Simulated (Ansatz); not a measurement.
This Ansatz 0.2.0 run on Lu needs a look.

File input.yaml:

```yaml
crystal:
  lattice:
    - [-1.9541071088, 1.9541071088, 1.9541071088]
    - [1.9541071088, -1.9541071088, 1.9541071088]
    - [1.9541071088, 1.9541071088, -1.9541071088]
  atoms:
    - { symbol: Lu, position: [0.0, 0.0, 0.0] }
hamiltonian:
  xc: { exchange: slater, correlation: vwn5 }
  pseudopotentials: { kind: paw, accuracy: standard, xc_functional: pbe }
kpoints:
  mp_grid: { grid: [10, 10, 10], kspacing: 0.3 }
scf:
  occupations: { method: methfessel_paxton, width: 0.1 }
  max_iter: 60
output:
  forces: true
  stress: true
  eigenvalues: true
  bader: true
  populations: intrinsic
```

Potentials or basis: SSSP efficiency PAW.

Launch:

```console
$ ansatz run input.yaml --threads 1 --pin off --max-ram 2560MiB --backend cpu --events-out ev --progress --plain --runs-dir out
```

Output:

```text
Error: invalid value for `kpoints.mp_grid.kspacing`: mutually exclusive with `grid` — set one or the other
```

How did it end, and where is the flaw?

The program refused the input. The input holds a flaw that was put in on purpose: a mesh with a zero or a mesh and a spacing (kpoints.mp_grid.kspacing = 0.3).
